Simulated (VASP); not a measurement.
# AlGaN2 (P-4m2) in VASP: further runs, part 2 of 2

VASP 6.6.1.

### Step 3. Single point, HSE06

Input file POSCAR:

```
AlGaN2
1.0
    3.1408770487      0.0000000000      0.0000000000
    0.0000000000      3.1408770487      0.0000000000
    0.0000000000      0.0000000000      4.4238379400
Ga Al N
1 1 2
Direct
    0.0000000000      0.0000000000      0.0000000000
    0.5000000000      0.5000000000      0.5000000000
    0.0000000000      0.5000000000      0.2617351900
    0.5000000000      0.0000000000      0.7382648100
```

Input file INCAR.step1:

```
PREC = Accurate ; ENCUT = 340
EDIFF = 1E-5 ; ISMEAR = 0
SIGMA = 0.01 ; LREAL = F
LASPH = T ; NELM = 100
ALGO = Normal ; ISIF = 2
LWAVE = T ; LCHARG = F
NKRED = 1 ; NBANDS = 21
GGA = PE
```

Input file INCAR.step2:

```
PREC = Accurate ; ENCUT = 340
EDIFF = 1E-6 ; ISMEAR = 0
SIGMA = 0.01 ; LREAL = F
LASPH = T ; NELM = 100
ALGO = Normal ; ISIF = 2
LWAVE = F ; LCHARG = F
GGA = PE ; LHFCALC = T
HFSCREEN = 0.2 ; PRECFOCK = Fast
NKRED = 1 ; NBANDS = 21
ISTART = 1
```

Input file KPOINTS:

```
regular mesh
0
Gamma
  5 5 4
```

Potentials or basis: VASP PAW PBE potentials, release 64 (Ga_d, Al, N).

On the command line:

```sh
$ cat potpaw_PBE.64/Ga_d/POTCAR potpaw_PBE.64/Al/POTCAR potpaw_PBE.64/N/POTCAR > POTCAR
$ cp INCAR.step1 INCAR
$ mpirun -np 1 vasp_std > vasp.out
$ cp INCAR.step2 INCAR
$ mpirun -np 1 vasp_std > vasp.out
```

OUTCAR:

```text
PREC = Accurate
   ENCUT = 340
   EDIFF = 1E-6
   ISMEAR = 0
   LREAL = F
   LASPH = T
   NELM = 100
   ISIF = 2
   GGA = PE
   LHFCALC = T
   HFSCREEN = 0.2
   PRECFOCK = Fast
   NKRED = 1
   ISTART = 1

 Found     18 irreducible k-points:

 Following reciprocal coordinates:
            Coordinates               Weight
  0.000000  0.000000  0.000000      1.000000
  0.200000  0.000000  0.000000      4.000000
  0.400000  0.000000  0.000000      4.000000
  0.200000  0.200000  0.000000      4.000000
  0.400000  0.200000  0.000000      8.000000
  0.400000  0.400000  0.000000      4.000000
   k-points           NKPTS =     18   k-points in BZ     NKDIM =    100   number of bands    NBANDS=     21
   number of dos      NEDOS =    301   number of ions     NIONS =      4
   total plane-waves  NPLWV =  11200
   dimension x,y,z NGX =    20 NGY =   20 NGZ =   28
   dimension x,y,z NGXF=    40 NGYF=   40 NGZF=   56
   ions per type =               1   1   2
   NGX,Y,Z   is equivalent  to a cutoff of  10.59, 10.59, 10.52 a.u.
   NGXF,Y,Z  is equivalent  to a cutoff of  21.17, 21.17, 21.04 a.u.
 SYSTEM =  unknown system
   PREC   = accura    normal or accurate (medium, high low for compatibility)
   ISTART =      1    job   : 0-new  1-cont  2-samecut
   ICHARG =      0    charge: 1-file 2-atom 10-const
   ISPIN  =      1    spin polarized calculation?
   LNONCOLLINEAR =      F non collinear calculations
   LSORBIT =      F    spin-orbit coupling
   LASPH  =      T    aspherical Exc in radial PAW
   ENCUT  =  340.0 eV  24.99 Ry    5.00 a.u.   4.72  4.72  6.65*2*pi/ulx,y,z
   NELM   =    100;   NELMIN=  2; NELMDL=  0     # of ELM steps
   EDIFF  = 0.1E-05   stopping-criterion for ELM
   LREAL  =      F    real-space projection
   EDIFFG = 0.1E-04   stopping-criterion for IOM
   NSW    =      0    number of steps for IOM
   IBRION =     -1    ionic relax: 0-MD 1-quasi-New 2-CG
   NFREE  =      0    steps in history (QN), initial steepest desc. (CG)
   ISIF   =      2    stress and relaxation
   ISYM   =      3    0-nonsym 1-usesym 2-fastsym
   POTIM  = 0.5000    time-step for ionic-motion
   TEBEG  =    0.0;   TEEND  =   0.0 temperature during run
   PSTRESS=    0.0 pullay stress
   NELECT =      26.0000    total number of electrons
   NUPDOWN=      -1.0000    fix difference up-down
   EMIN   =  10.00;   EMAX   =-10.00  energy-range for DOS
   EFERMI =   0.00;   METHOD = LEGACY
   ISMEAR =     0;   SIGMA  =   0.01  broadening in eV -4-tet -1-fermi 0-gaus
   EFERMI_NEDOS =   21; number of points for ismear=-14 and -15
   IALGO  =     38    algorithm
   IMIX   =      1    mixing-type and parameters
     AMIX     =   0.40;   BMIX     =  1.00
     AMIX_MAG =   1.60;   BMIX_MAG =  1.00
  volume/ion in A,a.u.               =      10.91        73.63
  Fermi-wavevector in a.u.,A,eV,Ry     =   1.377523  2.603141 25.818009  1.897570
  Thomas-Fermi vector in A             =   2.502669
   LORBIT       =      0    0 simple, 1 ext, 2 COOP (PROOUT), +10 PAW based schemes
   GGA     = PE    functional components
   LHFCALC =     T    Hartree Fock is set to
   PRECFOCK=fast      Normal, Fast or Accurate (Low or Medium for compatibility)
   ENCUT4O =  -1.0   cutoff for four orbital integrals eV
   NKREDX  =     1    reduce k-point grid by
   NKREDY  =     1    reduce k-point grid by
   NKREDZ  =     1    reduce k-point grid by
   AEXX    =    0.2500 exact exchange contribution
   HFSCREEN=    0.2000 screening length (either q_TF or 0.3 A-1)
   HFSCREENC=   0.2000 screening length for correlation (either q_TF or 0.3 A-1)
   ENCUTFOCK=  -1.0 apply spherical cutoff to Coloumb kernel
   IVDW    =     0    specifies the selected vdW correction
   LEPSILON=     F    determine dielectric tensor
   LRPA    =     F    only Hartree local field effects (RPA)
 non-spin polarized calculation
 Gauss-broadening in eV      SIGMA  =   0.01
  energy-cutoff  :      340.00
  volume of cell :       43.64
 maximum number of plane-waves:       634
 NGX is ok and might be reduce to    20
  NGX = 12; NGY = 12; NGZ = 16

 number of electron      26.0000036 magnetization

 Free energy of the ion-electron system (eV)
  ---------------------------------------------------
  ext. energy  EPLUGINS =         0.00000000
  ---------------------------------------------------
  free energy    TOTEN  =       -32.14079270 eV

  energy without entropy =      -32.14079270  energy(sigma->0) =      -32.14079270

 E-fermi :   4.8067     XC(G=0):  -9.2991

 val. band max:        4.7577565480   @ k =   0.0000   0.0000   0.0000
 cond. band min:       8.9150389616   @ k =   0.0000   0.0000   0.0000
 fundamental gap:      4.1572824136
 Fermi energy:         4.8067272986

 k-point     1 :       0.0000    0.0000    0.0000
  band No.  band energies     occupation
      1     -12.2809      2.00000
      2     -11.1763      2.00000
      3     -10.2927      2.00000
      4     -10.2927      2.00000
      5     -10.2237      2.00000
      6     -10.0920      2.00000
[... 13 lines left out ...]
     20      19.6763      0.00000
     21      21.8318      0.00000

 k-point     2 :       0.2000    0.0000    0.0000
  band No.  band energies     occupation
      1     -11.9611      2.00000
      2     -11.1711      2.00000
      3     -10.2872      2.00000
      4     -10.2702      2.00000
      5     -10.1603      2.00000
      6     -10.1161      2.00000
[... 13 lines left out ...]
     20      19.1042      0.00000
     21      20.6171      0.00000

 k-point     3 :       0.4000    0.0000    0.0000
  band No.  band energies     occupation
      1     -11.4419      2.00000
      2     -11.1697      2.00000
      3     -10.2778      2.00000
      4     -10.2031      2.00000
      5     -10.1550      2.00000
      6      -9.6798      2.00000
[... 13 lines left out ...]
     20      18.4058      0.00000
     21      18.9790      0.00000

 k-point     4 :       0.2000    0.2000    0.0000
  band No.  band energies     occupation
      1     -11.6943      2.00000
      2     -11.1574      2.00000
      3     -10.3046      2.00000
      4     -10.2141      2.00000
      5     -10.1544      2.00000
      6     -10.0417      2.00000
[... 13 lines left out ...]
     20      18.6626      0.00000
     21      19.0496      0.00000

 k-point     5 :       0.4000    0.2000    0.0000
  band No.  band energies     occupation
      1     -11.3228      2.00000
      2     -11.1364      2.00000
      3     -10.2713      2.00000
      4     -10.1986      2.00000
      5     -10.1645      2.00000
      6      -9.4490      2.00000
[... 13 lines left out ...]
     20      19.4096      0.00000
     21      19.8634      0.00000

 k-point     6 :       0.4000    0.4000    0.0000
  band No.  band energies     occupation
      1     -11.1594      2.00000
      2     -11.1297      2.00000
      3     -10.2612      2.00000
      4     -10.1802      2.00000
      5     -10.1303      2.00000
      6      -8.8183      2.00000
[... 13 lines left out ...]
     20      20.2218      0.00000
     21      21.1599      0.00000

 [... further k-points ...]
[... 5 lines left out ...]
  --------------------------------------------------------------------------------------
  -------------------------------------------------------------------------------------
  Total       -3.1128808     -3.1128808     -3.1247590      0.0000000      0.0000000      0.0000000
  in kB     -114.2804645   -114.2804645   -114.7165365      0.0000000      0.0000000      0.0000000
  external PRESSURE =    -114.4258218 kB  Pullay stress =       0.0000000 kB

 VOLUME and BASIS-vectors are now :
 -----------------------------------------------------------------------------
  energy-cutoff  :      340.00
  volume of cell :       43.64
      direct lattice vectors                 reciprocal lattice vectors
     3.140877049  0.000000000  0.000000000     0.318382409  0.000000000  0.000000000
     0.000000000  3.140877049  0.000000000     0.000000000  0.318382409  0.000000000
     0.000000000  0.000000000  4.423837940     0.000000000  0.000000000  0.226048064

 POSITION                                       TOTAL-FORCE (eV/Angst)
 -----------------------------------------------------------------------------------
      0.00000      0.00000      0.00000         0.000000     -0.000000      0.000000
      1.57044      1.57044      2.21192         0.000000      0.000000      0.000000
      0.00000      1.57044      1.15787         0.000000     -0.000000     -0.165226
      1.57044      0.00000      3.26596         0.000000     -0.000000      0.165226
 -----------------------------------------------------------------------------------
    total drift:                                0.000116     -0.000121      0.000147

  FREE ENERGIE OF THE ION-ELECTRON SYSTEM (eV)
  ---------------------------------------------------
  free  energy   TOTEN  =       -32.1407927002 eV

  energy  without entropy=      -32.1407927002  energy(sigma->0) =      -32.14079270
```

Run time: 7.8 min. Hardware: 1 thread of AMD EPYC 9R45 (Zen 5), shared host; peak memory 0.21 GiB.

The run converged, but a check on its numbers failed (symmetry, net force, bounds or a known fault of this set-up), so they aren't taken as properties of the crystal.

Caveat: the cutoff lies under the usual one of these potentials, so the numbers hold a large basis-set error; the PAW data sets were made with another functional, which shifts forces and pressure a little.

### Step 4. Single point, HSE06

POSCAR is that of step 3.

Changes to INCAR.step1 since step 3:

```diff
@@ -1,2 +1,2 @@
-PREC = Accurate ; ENCUT = 340
+PREC = Accurate ; ENCUT = 460
 EDIFF = 1E-5 ; ISMEAR = 0
```

Changes to INCAR.step2 since step 3:

```diff
@@ -1,2 +1,2 @@
-PREC = Accurate ; ENCUT = 340
+PREC = Accurate ; ENCUT = 460
 EDIFF = 1E-6 ; ISMEAR = 0
```

KPOINTS is that of step 3.

On the command line:

```sh
$ cat potpaw_PBE.64/Ga_d/POTCAR potpaw_PBE.64/Al/POTCAR potpaw_PBE.64/N/POTCAR > POTCAR
$ cp INCAR.step1 INCAR
$ mpirun -np 1 vasp_std > vasp.out
$ cp INCAR.step2 INCAR
$ mpirun -np 1 vasp_std > vasp.out
```

Run time: 8 min. Hardware: 1 thread of AMD EPYC 9R45 (Zen 5), shared host; peak memory 0.24 GiB.

These settings aren't checked as converged: the numbers below hold their error.

Results:

```yaml
Free_energy: -32.1958 eV
Pressure: -1.5 GPa
Largest_force: 0.123 eV/Å
Band_gap_on_the_k_mesh: 4.18 eV, direct
```

Caveat: the cutoff is under 1.25 times the usual one of these potentials, so pressure, stress and relaxed cells hold a basis-set (Pulay) error; the PAW data sets were made with another functional, which shifts forces and pressure a little.
